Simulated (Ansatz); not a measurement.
Band gaps on a Γ-centred 6×6×6 mesh, computed with PBE with spin–orbit coupling in Ansatz (all-electron LAPW, point nucleus), no spin polarisation.

Which crystal has a gap of 4.97 eV, direct?
A. Si (diamond, a = 5.470 Å)
B. CsCl (CsCl, a = 4.200 Å)
C. ZnSe (zinc blende, a = 5.740 Å)
D. NaI (rock salt, a = 6.530 Å)
E. CuI (zinc blende, a = 6.090 Å)
F. InP (zinc blende, a = 5.960 Å)

B. CsCl 4.97 eV, direct; CuI 0.93 eV, direct; ZnSe 1.01 eV, direct; Si 0.73 eV, indirect; NaI 3.24 eV, direct; InP 0.41 eV, direct.

A gap read on the mesh is an upper bound of this method's gap, since the mesh can miss a band edge. Semilocal functionals give gaps that mostly lie well below measured ones.
